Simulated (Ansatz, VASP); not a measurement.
## Pt in VASP and in Ansatz

```
Pt
1.0
     2.60464    0.00000    0.00000
     0.00000    2.60464    0.00000
     0.00000    0.00000    2.60464
Pt
1
Direct
  0.00000 0.00000 0.00000
```

Alike in both runs: task single point; functional BLYP; k mesh 13 × 13 × 13; occupations fermi-dirac, width 0.1 eV; no spin polarisation.

```csv
,VASP,Ansatz
version,VASP 6.6.1,Ansatz 0.2.0
potentials or method,"VASP PAW PBE potentials, release 64 (Pt)","plane waves (420 eV) with PAW, scalar-relativistic"
plane-wave cutoff (eV),520,420
valence electrons in the cell,10,18
```

```tsv
	VASP	Ansatz	Ansatz less VASP
pressure (GPa)	16.9	15.8	-1.04
```

The two sets of potentials don't hold the same shells in valence.

Caveats: so large a pressure means that the cell lies far from this level's equilibrium, or that cutoff or potentials fall short (VASP); the potentials were made for another functional, which shifts forces and pressure (VASP). Spin-orbit coupling is left out, which matters for the levels of Pt.
